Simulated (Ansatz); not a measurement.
# Ge: the cost of one run

Computed with Ansatz 0.2.0 (DFT PBE, scalar-relativistic, plane waves, PAW, unless a step's input says otherwise).

## Step 1: Starting point

The structure is hexagonal, space group P6_422 (No. 181). The conventional cell has a = 3.877 Å, b = 3.877 Å, c = 4.245 Å, α = 90.00°, β = 90.00°, γ = 120.00°. Ge (site symmetry 222) is surrounded by 4 Ge at 2.40 Å.

Coordinates:

```
Ge
1.0
     3.87688    0.00000    0.00000
    -1.93844    3.35747    0.00000
     0.00000    0.00000    4.24524
Ge
3
Direct
  0.00000 0.50000 0.33333
  0.50000 0.50000 0.66667
  0.50000 0.00000 0.00000
```

The cell is invented: 4-connected net of one element (P6_422, No. 181). The dimensions are guesses.

## Step 2: Probe: one point on a coarse mesh

Contents of input.yaml:

```yaml
crystal:
  lattice:
    - [3.87687772, 0.0, 0.0]
    - [-1.93843886, 3.3574746, 0.0]
    - [0.0, 0.0, 4.24524357]
  atoms:
    - { symbol: Ge, position: [0.0, 0.5, 0.33333333] }
    - { symbol: Ge, position: [0.5, 0.5, 0.66666667] }
    - { symbol: Ge, position: [0.5, 0.0, 0.0] }
basis:
  ecutwfc: 420
kpoints:
  mp_grid: { grid: [6, 6, 4] }
hamiltonian:
  xc: pbe
scf:
  occupations: { method: gaussian, width: 0.1 }
  lower_state_search: "off"
output:
  forces: true
  stress: true
  eigenvalues: true
```

Command:

```
$ ansatz run input.yaml --threads 1 --pin off --max-ram 2560MiB --backend cpu --events-out ev --progress --plain --runs-dir out
```

Q: Estimate wall time and peak memory on 1 thread of Intel Xeon at 2.70GHz, shared host.

About 4 s, with a peak of 0.34 GiB.
